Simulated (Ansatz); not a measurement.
Ge:

```
Ge
1.0
     1.39715   -2.60052    0.00000
     1.39715    2.60052    0.00000
     0.00000    0.00000    2.69823
Ge
1
Direct
  0.50000 0.50000 0.00000
```

This isn't the form of Ge at room conditions, which is diamond.

Base run:

| Item | Value |
| --- | --- |
| Program | Ansatz 0.2.0 |
| Functional | LDA |
| Potentials or basis | Ansatz PAW |
| Cutoff | 420 eV |
| Density cutoff | 1680 eV |
| k mesh | 11 × 11 × 10 |
| Occupations | fermi-dirac, width 0.05 eV |
| Spin | no spin polarisation |

Its results: band gap on the k mesh none (metal or under the smearing width); pressure -5.6 GPa.

Problem. The run is repeated on the same cell with these changes: functional from LDA to BLYP. What comes out?

Solution. Band gap on the k mesh none (metal or under the smearing width); pressure 5.4 GPa.

BLYP binds less tightly than LDA, so the same cell stands under more pressure.

Caveats: the PAW data sets come from PBE, with cores solved anew for the run's functional, which leaves a small shift of forces and pressure; the potentials were made for another functional, which shifts forces and pressure (some runs).

Not every run made on this cell is shown here.
